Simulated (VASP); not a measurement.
# HfO2 in VASP: how settings move the r2SCAN single point

The r2SCAN single point of HfO2 (fluorite), under -3.0 % equal strain in all directions is repeated with altered inputs. Which of them can be trusted?

The runs shown are made with VASP 6.6.1. PAW datasets, plane waves. Computed at 0 K without zero-point motion; spin polarisation is off.

### Step 1. The structure to begin with

The cell comes from an earlier relaxation with r2SCAN in another program.

It is cubic, Fm-3m (No. 225); conventional cell a = 4.907 Å, 9.84 Å³ an atom. Near Hf stand 8 O at 2.12 Å; near O stand 4 Hf at 2.12 Å.

Coordinates:

```
CELL_PARAMETERS angstrom
0.00000 2.45331 2.45331
2.45331 0.00000 2.45331
2.45331 2.45331 0.00000
ATOMIC_POSITIONS crystal
Hf 0.00000 0.00000 0.00000
O 0.25000 0.25000 0.25000
O 0.75000 0.75000 0.75000
```

### Step 2. Reference

Input file INCAR:

```
ENCUT = 520.000000
SIGMA = 0.010000
EDIFF = 1.00e-07
ALGO = Normal
METAGGA = R2SCAN
PREC = Accurate
IBRION = -1
ISIF = 2
ISMEAR = 0
NBANDS = 18
NELM = 120
NSW = 0
LASPH = .TRUE.
LCHARG = .FALSE.
LWAVE = .FALSE.
LREAL = .FALSE.
```

Input file KPOINTS:

```
KPOINTS created by Atomic Simulation Environment
0
Gamma
8 8 8
0 0 0
```

Input file POSCAR:

```
Hf O
 1.0000000000000000
     0.0000000000000000    2.4533068497000001    2.4533068497000001
     2.4533068497000001    0.0000000000000000    2.4533068497000001
     2.4533068497000001    2.4533068497000001    0.0000000000000000
 Hf  O
   1   2
Cartesian
  0.0000000000000000  0.0000000000000000  0.0000000000000000
  1.2266534248500001  1.2266534248500001  1.2266534248500001
  3.6799602745500000  3.6799602745500000  3.6799602745500000
```

A file KPOINTS_OPT adds named points for the levels; it doesn't enter the self-consistent loop.

Potentials: the recommended PBE PAW datasets, 22 valence electrons.

Run with:

```
> mpirun -np 1 vasp_std
```

### Step 3. Try 1

Changes to INCAR since step 2:

```diff
@@ -5,3 +5,2 @@
 METAGGA = R2SCAN
-PREC = Accurate
 IBRION = -1
@@ -15,2 +14,4 @@
 LWAVE = .FALSE.
-LREAL = .FALSE.
+LREAL = .TRUE.
+PREC = Medium
+ADDGRID = .TRUE.
```

KPOINTS is that of step 2.

POSCAR is that of step 2.

### Step 4. Try 2

Changes to INCAR since step 2:

```diff
@@ -10,3 +10,2 @@
 NBANDS = 18
-NELM = 120
 NSW = 0
@@ -16 +15,2 @@
 LREAL = .FALSE.
+NELM = 50
```

KPOINTS is that of step 2.

Input file POSCAR:

```
Hf O
 1.0000000000000000
     2.4533070000000001    0.0000000000000000    2.4533070000000001
     0.0000000000000000    2.4533070000000001    2.4533070000000001
     2.4533070000000001    2.4533070000000001    0.0000000000000000
 Hf  O
   1   2
Cartesian
  0.0000000000000000  0.0000000000000000  0.0000000000000000
  1.2266535000000001  1.2266535000000001  1.2266535000000001
  3.6799605000000000  3.6799605000000000  3.6799605000000000
```

What does the calculation give? Wanted: for each run, changed; ending; energy change; pressure; electronic steps; usable.

**Answer**, as computed:

| run | changed | ending | energy change (meV/atom) | pressure (GPa) | gap on the mesh (eV; negative: overlap) | electronic steps | time | usable |
| --- | --- | --- | --- | --- | --- | --- | --- | --- |
| ref. | – | converged | 0 | 25.1 | 4.58 | 17 | 80 s | yes |
| 1 | LREAL = .TRUE., PREC = Medium, ADDGRID = .TRUE. | converged | 62.7 | 34.7 | 4.57 | 16 | 44 s | no |
| 2 | another POSCAR | refused | – | – | – | – | 0.9 s | no |

What this shows: Of 2 altered inputs, 1 gave no result, 1 ended normally on a faulty or unsound input.
